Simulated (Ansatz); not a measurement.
**Compressing PbS: a fit and a missing row**

PbS, Fm-3m, a = 5.934 Å. Ansatz: PBE+D3(BJ), PAW, 420 eV, Γ-centred 12×12×12 mesh on 2 atoms, Gaussian smearing 0.02 eV; no spin polarisation. Shape and atoms are relaxed at each volume; pressure is positive in compression.

| V (Å³/atom) | P (GPa) |
| --- | --- |
| 22.989 | ? |
| 23.772 | 6.56 |
| 24.556 | 4.06 |
| 25.340 | 1.87 |
| 26.123 | 0.00 |
| 26.907 | -1.59 |
| 27.691 | -2.91 |
| 28.736 | -2.88 |

**Question.** Take V0 = 26.123 Å³/atom, fit the third-order Birch–Murnaghan form to the other rows, and predict the missing pressure.

**Answer.** With the Eulerian strain f = ½[(V0/V)^(2/3) − 1] and y = P/[3f(1 + 2f)^(5/2)], the form is the line y = B0 + 1.5 B0 (B0′ − 4) f. Rows (f, y): 0.03245, 57.6; 0.02105, 58.0; 0.01025, 57.8; -0.00976, 57.0; -0.01906, 56.1; -0.03079, 36.5. Means f = 0.0006900, y = 53.833; Σ(Δf)² = 0.003005, ΣΔfΔy = 0.7102; the slope is their ratio. y = 53.67 + 236.3 f GPa, so B0 = 53.7 GPa and B0′ = 4 + 2 × (236.3)/(3 × 53.67) = 6.94. At V = 22.989, f = 0.04447, y = 64.18 and P = 10.59 GPa. The run gave 9.57 GPa, so the fit is 1.02 GPa too high, 8.2 % of the span of the series, against an rms of 0.40 GPa on the fitted rows. The row lies outside the fitted range. A fourth-order term fitted to the same rows gives P = 7.74 GPa at this row's volume (the line 10.59, the run 9.57), no gain.

In 2 of the 8 runs an atom lies near a switch of its D3 coefficient C6 between reference coordination numbers, so the dispersion energy changes steeply there and can bend the curve. Spin–orbit coupling is left out, which can shift energies with elements as heavy as these.